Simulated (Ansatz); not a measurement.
The system is ZnO (zincite).

```
Zn O
1.0
     3.24931    0.00000    0.00000
    -1.62465    2.81398    0.00000
     0.00000    0.00000    5.20571
Zn O
2 2
Direct
  0.66667 0.33333 0.00000
  0.33333 0.66667 0.50000
  0.33333 0.66667 0.87901
  0.66667 0.33333 0.37901
```

Program: Ansatz 0.2.0. Alike in all runs: task band structure; potentials or basis Ansatz PAW; no spin polarisation; cell as given; smearing fermi-dirac 0.05 eV.

Task: Order these runs on this cell by their pressure, lowest first.
A. level B3LYP; k mesh 5 × 5 × 3; cutoff (eV) 420; points for each segment of the path 4; mesh quality coarse
B. level PBEsol0; k mesh 5 × 5 × 3; cutoff (eV) 420; points for each segment of the path 4; mesh quality coarse
C. level LDA; k mesh 9 × 9 × 5; cutoff (eV) 420; points for each segment of the path 14; mesh quality not flagged
D. level r2SCANh; k mesh 5 × 5 × 3; cutoff (eV) 500; points for each segment of the path 4; mesh quality coarse

Result: C (-7.1 GPa), B (-4.3 GPa), D (-2.0 GPa), A (4.4 GPa).

Caveats: some runs use coarse meshes; the PAW data sets come from PBE, with cores solved anew for the run's functional, which leaves a small shift of forces and pressure; the thresholds are loose for stress (some runs).

Runs at the PBE level aren't shown here.
